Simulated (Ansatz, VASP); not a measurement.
# One calculation of SiC, two programs

```xyz
2
Lattice="2.9059 0.0000 0.0000 -1.4530 2.5166 0.0000 0.0000 0.0000 2.4965" Properties=species:S:1:pos:R:3 pbc="T T T"
Si    0.0000    1.6777    0.0000
C     1.4530    0.8389    1.2483
```

Alike in both runs: functional PBE; k mesh 6 × 6 × 4; occupations gaussian, width 0.1 eV; no spin polarisation.

Ansatz relaxed the structure, and its values are those at the end. VASP's run is a single point on that final structure, the one shown.

```csv
,VASP,Ansatz
version,VASP 6.6.1,Ansatz 0.2.0
potentials or method,"VASP PAW PBE potentials, release 64 (Si, C)","scalar-relativistic, plane waves, PAW"
plane-wave cutoff (eV),520,420
valence electrons in the cell,8,8
```

```tsv
	VASP	Ansatz	Ansatz less VASP
gap on the k mesh at the Fermi level (eV)	none	none	-
pressure (GPa)	0.0	-0.1	-0.09
```

A gap of «none» marks a metal or a gap that the smearing closes. With one functional, cell and mesh, what is left measures potentials, basis and numerics.

Caveats: the k mesh is coarse (spacing up to 0.63 Å⁻¹), so the values aren't converged.
